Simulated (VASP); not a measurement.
Input of a VASP 6.6.1 run:

Contents of POSCAR:

```
Ni
2.7674
    0.000000000000      0.000000000000      1.000011180169
    1.000011180169     -1.000011180169      0.000000000000
    0.500005590085      0.500005590085     -0.500005590085
Ni
2
Direct
    0.0000000000      0.0000000000      0.0000000000
    0.5000000000      0.5000000000      0.0000000000
```

The input INCAR.step1:

```
SYSTEM = Ni
PREC = Accurate ; ENCUT = 520
EDIFF = 1E-5 ; ISMEAR = 0
SIGMA = 0.05 ; LREAL = .False.
LASPH = .True. ; NELM = 120
ALGO = Normal ; ISIF = 2
LWAVE = .True. ; LCHARG = .False.
ISPIN = 2 ; MAGMOM = 1 -0.5
LORBIT = 11 ; LMAXMIX = 4
GGA = PE
```

INCAR.step2

```
SYSTEM = Ni
PREC = Accurate ; ENCUT = 520
EDIFF = 1E-6 ; ISMEAR = 0
SIGMA = 0.05 ; LREAL = .False.
LASPH = .True. ; NELM = 120
ALGO = Normal ; ISIF = 2
LWAVE = .False. ; LCHARG = .False.
ISPIN = 2 ; MAGMOM = 1 -0.5
LORBIT = 11 ; LMAXMIX = 4
METAGGA = MBJ ; ISTART = 1
```

KPOINTS

```
regular mesh
0
Gamma
  13 7 13
  0 0 0
```

Potentials or basis: VASP PAW PBE potentials, release 64 (Ni).

The run is started by

```sh
$ cat potpaw_PBE.64/Ni/POTCAR > POTCAR
$ cp INCAR.step1 INCAR
$ mpirun -np 1 vasp_std > vasp.out
$ cp INCAR.step2 INCAR
$ mpirun -np 1 vasp_std > vasp.out
```

Problem. Predict the net moment.

Solution. 0.00 μB per cell.

Problem. What does it give for the band gap on the k mesh?

Solution. None (metal or under the smearing width).
